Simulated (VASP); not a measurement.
A run of VASP 6.6.1 is set up as follows.

Contents of INCAR:

```
ALGO = Normal ; EDIFF = 1E-6
EDIFFG = -0.01 ; ENCUT = 600
IBRION = 2 ; ISIF = 3
ISMEAR = 0 ; KPAR = 4
LASPH = True ; LCHARG = False
LREAL = False ; LWAVE = False
NELM = 80 ; NSW = 90
PREC = Accurate ; SIGMA = 0.03
```

File KPOINTS:

```
k-points
0
Gamma
  8 4 2
```

Contents of POSCAR:

```
Te2Mo
1.0
    3.4770000000      0.0000000000      0.0000000000
    0.0000000000      6.3350000000      0.0000000000
    0.0000000000      0.0000000000     13.8890000000
Te Mo
8 4
Direct
    0.5000000000      0.7059000000      0.9035000000
    0.0000000000      0.2941000000      0.4035000000
    0.0000000000      0.6441000000      0.6551000000
    0.5000000000      0.3559000000      0.1551000000
    0.5000000000      0.1483000000      0.6107000000
    0.0000000000      0.8517000000      0.1107000000
    0.0000000000      0.1998000000      0.8600000000
    0.5000000000      0.8002000000      0.3600000000
    0.0000000000      0.4586000000      0.0149000000
    0.5000000000      0.5414000000      0.5149000000
    0.5000000000      0.0995000000      0.0000000000
    0.0000000000      0.9005000000      0.5000000000
```

Potentials or basis: VASP PAW LDA potentials, release 64 (Te, Mo_sv).

Run with:

```sh
$ cat potpaw_LDA.64/Te/POTCAR potpaw_LDA.64/Mo_sv/POTCAR > POTCAR
$ mpirun -np 4 vasp_std > vasp.out
```

(1) What does it give for the relaxed cell?

(2) Predict the band gap on the k mesh.

(3) What does it give for the space group after relaxing (to 0.05 Å)?

(4) Estimate the relaxed volume.

## Answers

(1) a = 3.443 Å, b = 6.308 Å, c = 13.276 Å, α = 90.00°, β = 90.00°, γ = 90.00°.

(2) none (metal or under the smearing width).

(3) Pmn2_1 (No. 31).

(4) 24.03 Å³/atom.
